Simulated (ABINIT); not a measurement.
# MgS in ABINIT: convergence with boxcutmin

The system is MgS.

```xyz
2
Lattice="0.0000 2.8331 2.8331 2.8331 0.0000 2.8331 2.8331 2.8331 0.0000" Properties=species:S:1:pos:R:3 pbc="T T T"
S     1.4166    1.4166    1.4166
Mg    0.0000    0.0000    0.0000
```

The cell comes from a database or a generator and needn't be the stable form of this composition.

| Quantity | Value |
| --- | --- |
| Program | ABINIT 10.8.3 (patched build) |
| Task | single point |
| Functional | PBE |
| Potentials or basis | PseudoDojo NC SR PBE v0.5 stringent |
| Cutoff | 1143 eV |
| k mesh | 8 × 8 × 8 |
| Occupations | methfessel-paxton, width 0.05 eV |
| Spin | no spin polarisation |

These are the settings of the first run; the series varies boxcutmin, with any setting tied to it.

Hardware: 1 thread of Arm Neoverse V1, with other jobs on the host.

Problem. The values tried are 1.3, 1.5, 1.7, 1.85, 2, 2.3, 2.7, loosest first. From which on does the energy stay within 1 meV/atom of the tightest run that finished?

Solution. From 1.5 on.

| boxcutmin | energy less the tightest run (meV/atom) | pressure (GPa) | SCF cycles | CPU time (s) | peak memory (GiB) |
| --- | --- | --- | --- | --- | --- |
| 1.3 | -9.79 | 1.54 | 9 | 23 | 0.08 |
| 1.5 | -0.33 | 0.98 | 10 | 31 | 0.08 |
| 1.7 | -0.17 | 0.98 | 10 | 35 | 0.09 |
| 1.85 | -0.09 | 0.98 | 10 | 43 | 0.1 |
| 2 | -0.06 | 0.98 | 10 | 46 | 0.1 |
| 2.3 | -0.02 | 0.98 | 10 | 63 | 0.12 |
| 2.7 | 0.00 | 0.98 | 10 | 73 | 0.14 |

Against the tightest run, the pressure stays within 0.1 GPa from 1.5 on. The tightest run that finished is the yardstick and may itself not be fully converged.
